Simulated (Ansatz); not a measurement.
## HgSe: equation of state with PBEsol

**The experiment to reproduce.**

From “The pseudo-binary mercury chalcogenide alloy HgSe0.7S0.3 at high pressure: a mechanism of the zinc blende/cinnabar reconstructive phase transition”, 2002, arxiv:cond-mat/0209548, for a bulk crystal of HgSe: bulk modulus 51.6 ± 0.2 GPa.

The system is HgSe.

```
Hg Se
1.0
     0.00000    3.03900    3.03900
     3.03900    0.00000    3.03900
     3.03900    3.03900    0.00000
Hg Se
1 1
Direct
  0.00000 0.00000 0.00000
  0.75000 0.75000 0.75000
```

- Program: Ansatz 0.2.0
- Task: equation of state
- Functional: PBEsol
- Potentials or basis: all-electron LAPW, scalar-relativistic
- Basis error allowed: 0.0005 eV/atom
- k mesh: 8 × 8 × 8
- Occupations: fermi-dirac, width 0.05 eV
- Spin: no spin polarisation

The equilibrium volume is 28.85 Å³/atom and the bulk modulus is 52 GPa. The pressure derivative of the bulk modulus is 5.0.

Energy against volume, from the lowest point:
| volume (Å³/atom) | energy (meV/atom) |
| --- | --- |
| 26.383 | 40.23 |
| 26.944 | 22.88 |
| 27.505 | 10.76 |
| 28.067 | 3.31 |
| 28.628 | 0.00 |
| 29.189 | 0.38 |
| 29.751 | 4.04 |

All runs of the series together: 3.6 min on 1 thread of AMD EPYC 7R43 64-Core Processor (Zen 3) (shared host).

Against the measured bulk modulus of HgSe, 51.6 GPa (quoted in “The pseudo-binary mercury chalcogenide alloy HgSe0.7S0.3 at high pressure: a mechanism of the zinc blende/cinnabar reconstructive phase transition”, 2002, arxiv:cond-mat/0209548), the calculated 52 GPa is off by 0.0 %. The fit is for a static lattice scaled at fixed shape and fixed fractional positions.

Spin-orbit coupling is left out, which matters for the levels of Hg.
